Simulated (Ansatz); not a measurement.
# Ag in Ansatz: the effect of target pressure

The system is Ag.

```
Ag
1.0
     0.00000    2.04275    2.04275
     2.04275    0.00000    2.04275
     2.04275    2.04275    0.00000
Ag
1
Direct
  0.00000 0.00000 0.00000
```

Alike in all runs:

- Program: Ansatz 0.2.0
- Task: relaxation of cell and atoms
- Functional: PBE
- Potentials or basis: Ansatz PAW
- Cutoff: 420 eV (not typed: the program's choice for these potentials)
- k mesh: 11 × 11 × 11
- Occupations: fermi-dirac, width 0.05 eV
- Spin: no spin polarisation

Each run relaxes the cell or the atoms first.

| target pressure | relaxed volume (Å³/atom) |
| --- | --- |
| 0 GPa | ? |
| 2 GPa | 17.43 |
| 5 GPa | 16.96 |
| 10 GPa | 16.34 |
| 20 GPa | 15.41 |
| 30 GPa | 14.73 |

What does the run with target pressure 0 GPa give?

Relaxed volume 17.80 Å³/atom.

Worked out: In Murnaghan's law V^(-B') rises as a straight line in P. The other rows fit best with B' = 5.2, V0 = 17.78 Å³/atom and B0 = 94 GPa, which gives 17.78 Å³/atom at 0 GPa, against the run's 17.80.

Caveats: the plane-wave basis is chosen anew once the cell has moved, so the energies of steps on either side of that aren't comparable.
